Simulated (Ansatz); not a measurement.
# Surface calculation: bcc C (210), 1 layer

The slab is cut from the bcc crystal, which needn't be the stable phase, as relaxed on PAW files (6.69 Å³/atom), with 16 Å of vacuum and a dipole correction:

```yaml
crystal:
  lattice:
    - [5.30717, 0.00000, 0.00000]
    - [0.00000, 2.37344, 0.00000]
    - [0.00000, 0.00000, 16.00000]
  atoms:
    - { symbol: C, position: [0.00000, 0.00000, 0.50000] }
```

All numbers are PBE results (scalar-relativistic) from Ansatz 0.2.0, with a Γ-centred 7×15×1 k mesh, Fermi–Dirac smearing of 0.05 eV, no spin polarisation. Methods: LAPW: all electrons, basis error target 1 meV/atom; PAW: frozen-core files, cutoff 420 eV.

The bulk energy comes from a cell in the slab's orientation on a 7×15×7 mesh. The surface energy is (E(slab) − N·E(bulk))/2A at zero smearing, the mean of both faces; thin slabs carry quantum-size effects.

Real surfaces of this kind reconstruct, which a 1×1 cell forbids.

**Question.** As cut, the LAPW slab lies 2.472 eV above 1 atom of bulk. What surface energy is that?

**Answer.** Over two faces of 12.60 Å² it is 98.1 meV/Å², and times 16.02 J/m² per eV/Å² that gives γ = 1.572 J/m².

```csv
method,γ as cut (J/m²),Φ as cut (eV)
LAPW,1.572,?
```

**Question.** What belongs in the row "LAPW", column "Φ as cut (eV)"?

**Answer.** 6.18.

**Question.** What changes if the images along the normal are cut off in place of the dipole correction?

**Answer.** LAPW then gives: no gap, work function 6.18 eV; PAW: no gap, work function 6.18 eV.
